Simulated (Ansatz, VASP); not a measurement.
**Two plane-wave programs on C**

Contents of INCAR:

```
  PREC = Accurate
  ENCUT = 520
  EDIFF = 1E-6
  ISMEAR = 0
  SIGMA = 0.05
  LREAL = False
  LASPH = True
  NELM = 100
  ALGO = Normal
  ISIF = 2
  LWAVE = False
  LCHARG = False
  GGA = PE
  NBANDS = 26
```

KPOINTS

```
regular mesh
0
Gamma
  6 6 6
```

File POSCAR:

```
C
1.0
    3.5668000000      0.0000000000      0.0000000000
    0.0000000000     -3.5668000000      0.0000000000
    0.0000000000      0.0000000000     -3.5668000000
C
8
Direct
    0.5000000000      0.0000000000      0.0841090053
    0.0000000000      0.5000000000      0.0000000000
    0.0000000000      0.0000000000      0.5000000000
    0.5000000000      0.5000000000      0.5000000000
    0.7500000000      0.7500000000      0.7500000000
    0.2500000000      0.2500000000      0.7500000000
    0.2500000000      0.7500000000      0.2500000000
    0.7500000000      0.2500000000      0.2500000000
```

Input for Ansatz:

```yaml
crystal:
  lattice:
    - [3.5668, 0.0, 0.0]
    - [0.0, -3.5668, 0.0]
    - [0.0, 0.0, -3.5668]
  atoms:
    - { symbol: C, position: [0.5, 0.0, 0.0841090053] }
    - { symbol: C, position: [0.0, 0.5, 0.0] }
    - { symbol: C, position: [0.0, 0.0, 0.5] }
    - { symbol: C, position: [0.5, 0.5, 0.5] }
    - { symbol: C, position: [0.75, 0.75, 0.75] }
    - { symbol: C, position: [0.25, 0.25, 0.75] }
    - { symbol: C, position: [0.25, 0.75, 0.25] }
    - { symbol: C, position: [0.75, 0.25, 0.25] }
basis:
  ecutwfc: 420
kpoints:
  mp_grid: { grid: [6, 6, 6] }
hamiltonian:
  xc: pbe
scf:
  occupations: { method: gaussian, width: 0.05 }
output:
  forces: true
  stress: true
  eigenvalues: true
```

Alike in both runs: task single point; functional PBE; k mesh 6 × 6 × 6; occupations gaussian, width 0.05 eV; no spin polarisation.

|  | VASP | Ansatz |
| --- | --- | --- |
| version | VASP 6.6.1 | Ansatz 0.2.0 |
| potentials or method | VASP PAW PBE potentials, release 64 (C) | scalar-relativistic, plane waves, PAW |
| plane-wave cutoff (eV) | 520 | 420 |
| valence electrons in the cell | 32 | 32 |

```csv
,VASP,Ansatz,Ansatz less VASP
gap on the k mesh at the Fermi level (eV),1.89,1.89,+0.002
least direct gap on the mesh (eV),1.89,1.89,+0.002
pressure (GPa),11.4,10.7,-0.68
largest component of the traceless stress (GPa),5.91,5.83,-0.076
rms of the force components (eV/Å),2.889,2.881,-0.0079
```

Atom by atom the forces differ by 0.012 eV/Å (rms over components).

Caveats: forces of over 1 eV/Å show positions far from the minimum, so gaps and moduli don't describe the material at rest.
